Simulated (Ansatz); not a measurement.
# Si: how the settings move a relaxation

How sensitive is a relaxation of Si to its settings? A reference run comes first, then two runs with altered input.

The COD entry's cell or inner coordinates are ideal or old and differ from later refinements, so a difference from it is no clean test against experiment.

Method: reference: DFT, LDA, PAW with Ansatz's default frozen-core files, scalar-relativistic, in Ansatz 0.2.0.

## (1) The system as given

The structure is triclinic, space group P-1 (No. 2). The conventional cell has a = 3.838 Å, b = 3.838 Å, c = 3.838 Å, α = 60.00°, β = 60.00°, γ = 60.00°. Si (site symmetry 1) has 4 Si at 2.29 to 2.43 Å as nearest neighbours.

Cell or atoms stand a little off a more symmetric structure (Fd-3m at a tolerance of 0.3 Å), so results at this geometry aren't those of that ideal crystal.

Structure file:

```xyz
2
Lattice="0.0000 2.7136 2.7136 2.7136 0.0000 2.7136 2.7136 2.7136 0.0000" Properties=species:S:1:pos:R:3 pbc="T T T"
Si    4.0432    4.0129    4.0724
Si    2.6970    2.7343    2.6692
```

## (2) Baseline

File input.yaml:

```yaml
crystal:
  lattice:
    - [0.0, 2.71356, 2.71356]
    - [2.71356, 0.0, 2.71356]
    - [2.71356, 2.71356, 0.0]
  atoms:
    - { symbol: Si, position: [0.74479063, 0.75596142, 0.73405312] }
    - { symbol: Si, position: [0.49871124, 0.48495309, 0.50893199] }
kpoints:
  mp_grid: { grid: [7, 7, 7] }
scf:
  occupations: { method: fermi_dirac, width: 0.05 }
hamiltonian:
  xc: lda
  pseudopotentials: { kind: paw }
output:
  forces: true
  stress: true
  efg: { contact_densities: true }
relax:
  f_tol: 0.01
  max_steps: 80
```

Launch:

```
ansatz run input.yaml --threads 1 --pin off --max-ram 2048MiB --backend cpu --events-out ev --progress --plain --runs-dir out
```

## (3) Variant: occupations.method tetrahedron, ecutrho_ratio 4, width left out

input.yaml: that of step 2 with these lines changed.

```diff
@@ -11,3 +11,3 @@
 scf:
-  occupations: { method: fermi_dirac, width: 0.05 }
+  occupations: { method: tetrahedron }
 hamiltonian:
@@ -22 +22,3 @@
   max_steps: 80
+basis:
+  ecutrho_ratio: 4
```

## (4) Variant: occupations.method cold

input.yaml: that of step 2 with these lines changed.

```diff
@@ -11,3 +11,3 @@
 scf:
-  occupations: { method: fermi_dirac, width: 0.05 }
+  occupations: { method: cold, width: 0.05 }
 hamiltonian:
@@ -19,2 +19,6 @@
   efg: { contact_densities: true }
+  write_density: true
+  write_potential: true
+  elf: true
+  volumetric_format: npy
 relax:
```

**Question.** What will these runs give? Wanted: for each run, ending; energy change; pressure; gap; force.

The runs gave:

| run | ending | energy change | pressure (GPa) | gap (eV) | force (eV/Å) | cycles | time |
| --- | --- | --- | --- | --- | --- | --- | --- |
| reference | converged | 0 | -1.3 | 0.46 | 0.00 | 14 | 9 s |
| 1: occupations.method tetrahedron, ecutrho_ratio 4, width left out | converged | 0.0 meV/atom (σ→0) | -1.3 | 0.46 | 0.00 | 12 | 9.1 s |
| 2: occupations.method cold | converged | 0.0 meV/atom (σ→0) | -1.3 | 0.46 | 0.00 | 12 | 12 s |

Times don't compare one to one where runs were asked for different outputs or read a saved state (see the inputs); cycles may leave out searches for a lower state.

What this shows: Of the converged runs whose energies compare with the reference's, none moves it noticeably.

These are semilocal Kohn-Sham gaps, which aren't the measured quantity. Such gaps usually fall short of the measured ones.
